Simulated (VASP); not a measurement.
Wanted: the native input for a VASP 6.6.1 run.

```
Task                   : relaxation of cell and atoms
Functional             : PBE
Potentials or basis    : VASP PAW PBE potentials, release 64 (W, S)
Cutoff                 : 300 eV
k mesh                 : 6 × 6 × 2
Occupations            : gaussian, width 0.03 eV
Spin                   : no spin polarisation
Further INCAR settings : ALGO = Normal; EDIFF = 1e-06; IBRION = 2; EDIFFG = -0.01; NSW = 90; ISIF = 3
```

The structure of WS2 (Tungstenite) lies in POSCAR:

```
WS2
1.0
    3.1800000000      0.0000000000      0.0000000000
   -1.5900000000      2.7539607840      0.0000000000
    0.0000000000      0.0000000000     12.5000000000
W S
2 4
Direct
    0.3333333333      0.6666666667      0.2500000000
    0.6666666667      0.3333333333      0.7500000000
    0.3333333333      0.6666666667      0.6250000000
    0.6666666667      0.3333333333      0.1250000000
    0.3333333333      0.6666666667      0.8750000000
    0.6666666667      0.3333333333      0.3750000000
```

One way to write it, as run:

INCAR

```
SYSTEM = WS2
ALGO = Normal
EDIFF = 1E-6
EDIFFG = -0.01
ENCUT = 300
GGA = PE
IBRION = 2
ISIF = 3
ISMEAR = 0
KPAR = 2
LASPH = .TRUE.
LCHARG = .FALSE.
LREAL = .FALSE.
LWAVE = .FALSE.
NELM = 80
NSW = 90
PREC = Accurate
SIGMA = 0.03
```

KPOINTS

```
k-points
0
G
  6 6 2
  0 0 0
```

Potentials or basis: VASP PAW PBE potentials, release 64 (W, S).

Run with:

```bash
$ cat potpaw_PBE.64/W/POTCAR potpaw_PBE.64/S/POTCAR > POTCAR
$ mpirun -np 2 vasp_std > vasp.out
```

It gave:

```yaml
Relaxed_volume: 19.16 Å³/atom
Relaxed_cell: a = 3.178 Å, b = 3.178 Å, c = 13.147 Å, α = 90.00°, β = 90.00°, γ = 120.00°
Space_group_after_relaxing_to_0.05_Å: P6_3/mmc (No. 194)
Energy_gained_by_relaxing: 4.5 meV/atom
Ionic_steps: 13
Pressure_after_relaxing: 0.0 GPa
Band_gap_on_the_k_mesh: 1.30 eV, indirect (least direct gap 1.78 eV)
```

Caveat: the cutoff is under 1.25 times the usual one of these potentials, so pressure, stress and relaxed cells hold a basis-set (Pulay) error; spin-orbit coupling is left out, which moves the levels of the heavy elements; this functional lacks dispersion, which binds the layers, so the pressure and a relaxed spacing across them are unreliable.

Wall time 2.2 min on 2 MPI ranks on Intel(R) Xeon(R) Platinum 8259CL CPU @ 2.50GHz (Skylake/Cascade Lake), on a shared host, peak memory 0.16 GiB a rank.
